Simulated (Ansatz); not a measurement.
## TiB2 under changes of volume

One of the cells (8.552 Å³/atom); the others are scaled copies at fixed shape and fractional positions:

```
Ti B
1.0
     3.02920    0.00000    0.00000
    -1.51460    2.62336    0.00000
     0.00000    0.00000    3.22840
Ti B
1 2
Direct
  0.00000 0.00000 0.00000
  0.66667 0.33333 0.50000
  0.33333 0.66667 0.50000
```

* Program: Ansatz 0.2.0
* Functional: PBE
* Potentials or basis: Ansatz PAW
* Cutoff: 420 eV (not typed: the program's choice for these potentials)
* k mesh: 10 × 10 × 8
* Occupations: fermi-dirac, width 0.05 eV
* Spin: no spin polarisation

```csv
volume (Å³/atom),energy over the lowest point (meV/atom),pressure (GPa)
8.039,28.17,18.2
8.210,?,?
8.381,3.15,5.7
8.552,0.00,0.3
8.723,2.31,-4.6
8.894,9.60,-9.0
9.065,21.39,-13.0
```

Q: What does the run at 8.210 Å³/atom give?

A: Energy over the lowest point 12.33 meV/atom; pressure 11.6 GPa.

Worked out: A Birch-Murnaghan fit of order 3 (a polynomial in V^(-2/3)) to the other rows has its minimum at 8.56 Å³/atom with B0 = V·E''(V) = 255 GPa and B' = 3.9 at fixed shape and positions, which overstates the stiffness. It gives 12.34 meV/atom at 8.210 Å³/atom, against the run's 12.33, and -dE/dV = 11.6 GPa, against 11.6.

Energies are extrapolated to zero smearing.
